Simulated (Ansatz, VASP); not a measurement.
# BP in VASP and in Ansatz

Contents of INCAR:

```
ALGO = Normal
EDIFF = 1E-6
ENCUT = 520
GGA = PE
ISIF = 2
ISMEAR = 0
LASPH = True
LCHARG = False
LREAL = False
LWAVE = False
NBANDS = 11
NELM = 80
PREC = Accurate
SIGMA = 0.05
```

Contents of KPOINTS:

```
k-points
0
Gamma
  12 12 12
```

File POSCAR:

```
BP
1.0
    0.0000000000      2.1352107495      2.5622528994
    2.1352107495      0.0000000000      2.5622528994
    2.1352107495      2.1352107495      0.0000000000
B P
1 1
Direct
    0.0000000000      0.0000000000      0.0000000000
    0.7500000000      0.7500000000      0.7500000000
```

Input for Ansatz:

```yaml
crystal:
  lattice:
    - [0.0, 2.1352107495, 2.5622528994]
    - [2.1352107495, 0.0, 2.5622528994]
    - [2.1352107495, 2.1352107495, 0.0]
  atoms:
    - { symbol: B, position: [0.0, 0.0, 0.0] }
    - { symbol: P, position: [0.75, 0.75, 0.75] }
basis:
  ecutwfc: 420
kpoints:
  mp_grid: { grid: [12, 12, 12] }
hamiltonian:
  xc: pbe
scf:
  occupations: { method: gaussian, width: 0.05 }
output:
  forces: true
  stress: true
  eigenvalues: true
```

Alike in both runs: task single point; functional PBE; k mesh 12 × 12 × 12; occupations gaussian, width 0.05 eV; no spin polarisation.

|  | VASP | Ansatz |
| --- | --- | --- |
| version | VASP 6.6.1 | Ansatz 0.2.0 |
| potentials or method | VASP PAW PBE potentials, release 64 (B, P) | scalar-relativistic, plane waves, PAW |
| plane-wave cutoff (eV) | 520 | 420 |
| valence electrons in the cell | 8 | 8 |

Ansatz gave:

```
gap on the k mesh at the Fermi level (eV)       : none
pressure (GPa)                                  : 0.9
largest component of the traceless stress (GPa) : 39.68
```

Problem. What did VASP give for the same quantities?

Solution. gap on the k mesh at the Fermi level (eV): none; pressure (GPa): 0.7; largest component of the traceless stress (GPa): 39.73.

A gap of «none» marks a metal or a gap that the smearing closes. With one functional, cell and mesh, what is left measures potentials, basis and numerics.
